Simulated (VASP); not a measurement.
**RbBr: single point with HSE06**

RbBr:

```xyz
2
Lattice="0.0844 3.9539 3.9539 3.9539 0.0844 3.9539 3.9539 3.9539 0.0844" Properties=species:S:1:pos:R:3 pbc="T T T"
Rb    0.0190    0.0190    0.0190
Br    1.9790    1.9790    1.9790
```

The cell was built by a generator and needn't be a form met in nature.

The cell isn't the ideal one: shear_111 strain +3.3%.

| Property | Result |
| --- | --- |
| Program | VASP 6.6.1 |
| Task | single point |
| Functional | HSE06 |
| Potentials or basis | VASP PAW PBE potentials, release 64 (Rb_sv, Br) |
| Cutoff | 520 eV |
| k mesh | 4 × 4 × 4 |
| Occupations | gaussian, width 0.01 eV |
| Spin | no spin polarisation |
| Dipole correction | no |
| Exchange at q = 0 | truncated |
| Grid for exact exchange (PRECFOCK) | Normal |
| Screening parameter | 0.2079 1/A |
| Further INCAR settings | ALGO = Normal; EDIFF = 1e-07; NBANDS = 15 |

```yaml
Pressure: -0.2 GPa
Largest_force: 0.006 eV/Å
Band_gap_on_the_k_mesh: 5.11 eV, indirect (least direct gap 5.18 eV)
```

Forces in eV/Å, atoms in the order of the input:
```
Rb  -0.003 -0.003 -0.003
Br   0.003  0.003  0.003
```

Levels at points of the mesh, in eV from the valence-band top:
| k point | band 5 | band 6 | band 7 | band 8 | band 9 | band 10 | band 11 | band 12 |
| --- | --- | --- | --- | --- | --- | --- | --- | --- |
| (0.00, 0.00, 0.00) | -9.30 | -0.11 | -0.07 | -0.07 | 5.11 | 9.40 | 9.40 | 10.27 |
| (0.50, 0.00, 0.00) | -9.26 | -0.28 | -0.05 | -0.04 | 7.33 | 7.52 | 8.81 | 9.10 |
| (0.50, 0.50, 0.00) | -9.22 | -0.37 | -0.02 | 0.00 | 6.96 | 7.81 | 9.53 | 10.09 |
| (0.50, 0.50, 0.50) | -9.24 | -0.31 | -0.03 | -0.03 | 7.30 | 7.41 | 8.99 | 8.99 |

Run time: 9.4 min on 1 thread of Intel(R) Xeon(R) 6975P-C (Granite Rapids), on a shared host, peak memory 0.38 GiB.

Caveat: the PAW data sets were made with another functional, which shifts forces and pressure a little. A k mesh can miss the band edges.
